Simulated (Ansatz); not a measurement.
# Relativistic treatment of Cd

```
CELL_PARAMETERS angstrom
2.97887 0.00000 0.00000
-1.48944 2.57978 0.00000
0.00000 0.00000 5.61765
ATOMIC_POSITIONS crystal
Cd 0.33333 0.66667 0.25000
Cd 0.66667 0.33333 0.75000
```

Atom numbers follow the list: Cd1, Cd2.

The conventional cell has a = 2.979 Å, b = 2.979 Å, c = 5.618 Å, α = 90.00°, β = 90.00°, γ = 120.00°. Cd (atom 1) has 12 Cd at 2.98 to 3.29 Å as nearest neighbours.

The cell is COD entry 9008490, as deposited and not checked against the literature; nothing was relaxed.

One fixed cell is solved with PBE by all-electron LAPW in Ansatz 0.2.0 under different relativistic treatments. Pressure is positive in compression.

Settings: a Γ-centred 16×16×7 k mesh, Fermi–Dirac smearing of 0.05 eV, basis error target 1 meV/atom, no spin polarisation.

```csv
setting,P (GPa)
scalar-relativistic,2.88
non-relativistic,?
with spin–orbit coupling,?
"scalar-relativistic, inner shells corrected to Dirac",2.89
```

(1) Fill in "P (GPa)" for the row "with spin–orbit coupling".

(2) What belongs in the row "non-relativistic", column "P (GPa)"?

Answers

(1) 2.73.

(2) 6.29.
